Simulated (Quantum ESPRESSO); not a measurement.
Crystal: MgH2.

```
Mg H
1.0
     0.00000    2.38107    2.38107
     2.38107    0.00000    2.38107
     2.38107    2.38107    0.00000
Mg H
1 2
Direct
  0.00000 0.00000 0.00000
  0.25000 0.25000 0.25000
  0.75000 0.75000 0.75000
```

Measurements of this composition are mostly on another form, of space group No. 136.

```yaml
Program: Quantum ESPRESSO 7.5
Task: single point
Functional: PBE
Potentials_or_basis: SSSP 1.3 efficiency PBE
Cutoff: 816 eV
Density_cutoff: 6531 eV
k_mesh: 10 × 10 × 10
Occupations: fermi-dirac, width 0.05 eV
Spin: no spin polarisation
```

On this cell: pressure -0.4 GPa; largest force zero by symmetry; band gap on the k mesh none (metal or under the smearing width).

The same run follows on a disturbed copy (atoms moved at random, drawn with an rms of 0.05 Å):

```
CELL_PARAMETERS angstrom
0.00000 2.38107 2.38107
2.38107 0.00000 2.38107
2.38107 2.38107 0.00000
ATOMIC_POSITIONS crystal
Mg 0.98390 0.00340 0.02629
H 0.26239 0.24177 0.22499
H 0.75565 0.76815 0.74965
```

**Question.** What does the disturbed cell give?

**Answer.** The energy (extrapolated to zero smearing) moves by +13.1 meV/atom; pressure 0.1 GPa; largest force 0.422 eV/Å; band gap on the k mesh none (metal or under the smearing width).

Forces in eV/Å, atoms in the order of the input:
```
Mg  -0.260 -0.084  0.144
H    0.401  0.116  0.061
H   -0.141 -0.032 -0.204
```

Stress tensor (GPa, compression positive):
```
 0.14  0.38 -0.16
 0.38  0.11  0.48
-0.16  0.48  0.09
```
